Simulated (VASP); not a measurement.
# VASP 6.6.1 run: CdS

INCAR

```
ISMEAR = -1
IBRION = -1
EDIFF = 1E-7
SIGMA = 0.02
LCHARG = .FALSE.
GGA = PE
LWAVE = .FALSE.
ISIF = 2
PREC = Medium
LREAL = .FALSE.
NBANDS = 16
NELM = 120
ENCUT = 520
LASPH = .TRUE.
NSW = 0
```

KPOINTS

```
KPOINTS created by Atomic Simulation Environment
0
Gamma
8 8 8
0 0 0
```

POSCAR

```
Cd S
 1.0000000000000000
     0.0000000000000000    2.8699323128000001    2.8699323128000001
     2.8699323128000001    0.0000000000000000    2.8699323128000001
     2.8699323128000001    2.8699323128000001    0.0000000000000000
 Cd  S
   1   1
Cartesian
  0.0000000000000000  0.0000000000000000  0.0000000000000000
  2.8699323128000001  2.8699323128000001  2.8699323128000001
```

The recommended PBE PAW datasets give the neutral cell 18 valence electrons.

Command

```
mpirun -np 1 vasp_std
```

OSZICAR

```
N       E                     dE             d eps       ncg     rms          rms(c)
DAV:   1     0.107607932290E+03    0.10761E+03   -0.90002E+03   944   0.104E+03
DAV:   2    -0.220339374088E+01   -0.10981E+03   -0.10287E+03  1152   0.253E+02
DAV:   3    -0.636488681802E+01   -0.41615E+01   -0.41529E+01  1096   0.508E+01
DAV:   4    -0.638698983983E+01   -0.22103E-01   -0.22101E-01  1200   0.367E+00
DAV:   5    -0.638723535355E+01   -0.24551E-03   -0.24551E-03  1112   0.371E-01    0.553E+00
DAV:   6    -0.577009457534E+01    0.61714E+00   -0.10310E+00  1208   0.106E+01    0.495E+00
DAV:   7    -0.574865238726E+01    0.21442E-01   -0.13973E-01  1152   0.271E+00    0.268E+00
DAV:   8    -0.574632955248E+01    0.23228E-02   -0.13895E-02  1040   0.135E+00    0.188E-01
DAV:   9    -0.574624884424E+01    0.80708E-04   -0.99881E-04  1144   0.361E-01    0.758E-02
DAV:  10    -0.574634424212E+01   -0.95398E-04   -0.18381E-04  1104   0.123E-01    0.662E-02
DAV:  11    -0.574636641802E+01   -0.22176E-04   -0.28497E-05  1120   0.441E-02    0.106E-02
DAV:  12    -0.574636586218E+01    0.55585E-06   -0.20749E-06  1176   0.846E-03    0.282E-03
DAV:  13    -0.574636581122E+01    0.50955E-07   -0.24348E-07  1120   0.356E-03
   1 F= -.57463658E+01 E0= -.57463405E+01  d E =-.507073E-04
```

From OUTCAR

```
k-points           NKPTS =     29   k-points in BZ     NKDIM =     29   number of bands    NBANDS=     16

   NELECT =      18.0000    total number of electrons

   dimension x,y,z NGX =    24 NGY =   24 NGZ =   24
   dimension x,y,z NGXF=    28 NGYF=   28 NGZF=   28

  energy-cutoff  :      520.00
  volume of cell :       47.28
      direct lattice vectors                 reciprocal lattice vectors
     0.000000000  2.869932313  2.869932313    -0.174220137  0.174220137  0.174220137
     2.869932313  0.000000000  2.869932313     0.174220137 -0.174220137  0.174220137
     2.869932313  2.869932313  0.000000000     0.174220137  0.174220137 -0.174220137

 k-points in reciprocal lattice and weights: KPOINTS created by Atomic Simulation Env
   0.00000000  0.00000000  0.00000000       0.002
   0.12500000  0.00000000  0.00000000       0.016
   0.25000000  0.00000000  0.00000000       0.016
   0.37500000  0.00000000  0.00000000       0.016
   0.50000000  0.00000000  0.00000000       0.008
   0.12500000  0.12500000  0.00000000       0.012
   0.25000000  0.12500000  0.00000000       0.047
   0.37500000  0.12500000  0.00000000       0.047
   ...

 E-fermi :   1.7453

 k-point     1 :       0.0000    0.0000    0.0000
  band No.  band energies     occupation
      1     -10.3024      2.00000
      2      -5.7995      2.00000
      3      -5.7995      2.00000
      4      -5.7995      2.00000
      5      -5.7962      2.00000
      6      -5.7962      2.00000
      7       1.1307      2.00000
      8       1.1307      2.00000
      9       1.1307      2.00000
     10       1.9425      0.00010
     11      10.7797      0.00000
     12      10.7797      0.00000
     13      10.7797      0.00000
     14      12.1003      0.00000
     15      12.1003      0.00000
     16      12.1003      0.00000

 k-point     2 :       0.1250    0.0000    0.0000
  band No.  band energies     occupation
      1     -10.2022      2.00000
      2      -5.8252      2.00000
      3      -5.8251      2.00000
      4      -5.8065      2.00000
      5      -5.7800      2.00000
      6      -5.7798      2.00000
      7      -0.0360      2.00000
      8       1.1923      2.00000
      9       1.1923      2.00000
     10       3.1295      0.00000
     11       9.5294      0.00000
     12      10.2735      0.00000
     13      10.2736      0.00000
     14      11.5329      0.00000
     15      11.5329      0.00000
     16      12.0472      0.00000

 k-point     3 :       0.2500    0.0000    0.0000
  band No.  band energies     occupation
      1      -9.9395      2.00000
      2      -5.8925      2.00000
      3      -5.8924      2.00000
      4      -5.8320      2.00000
      5      -5.7335      2.00000
      6      -5.7333      2.00000
      7      -1.3266      2.00000
      8       1.3503      2.00000
      9       1.3503      2.00000
     10       4.4053      0.00000
     11       8.1327      0.00000
     12       8.9086      0.00000
     13       8.9087      0.00000
     14      11.9399      0.00000
     15      12.2312      0.00000
     16      12.2312      0.00000

 ...

  Total       -1.9845732     -1.9845732     -1.9845732      0.0000000      0.0000000      0.0000000
  in kB      -67.2562641    -67.2562641    -67.2562641      0.0000000      0.0000000      0.0000000
  external PRESSURE =     -67.2562641 kB  Pullay stress =       0.0000000 kB

 POSITION                                       TOTAL-FORCE (eV/Angst)
 -----------------------------------------------------------------------------------
      0.00000      0.00000      0.00000         0.000000      0.000000      0.000000
      2.86993      2.86993      2.86993        -0.000000     -0.000000     -0.000000
 -----------------------------------------------------------------------------------
    total drift:                               -0.000000      0.000000     -0.000000

  FREE ENERGIE OF THE ION-ELECTRON SYSTEM (eV)
  ---------------------------------------------------
  free  energy   TOTEN  =        -5.7463658112 eV

  energy  without entropy=       -5.7463151039  energy(sigma->0) =       -5.74634046
```

It converged. Results: gap between bands v and c on the k mesh 0.21 eV; least direct gap on the k mesh 0.81 eV; pressure -6.7 GPa. Band v is the last that the valence electrons fill when counted band by band, and c is the next.

For comparison, a separate PBE run of the intended cell, on usual settings and not on those above, gives a gap of 0.21 eV on its mesh and a pressure of -6.7 GPa.

The run above took about 4.4 s on one core of a shared host (Intel Xeon 6975P-C) and held 0.12 GiB at most.
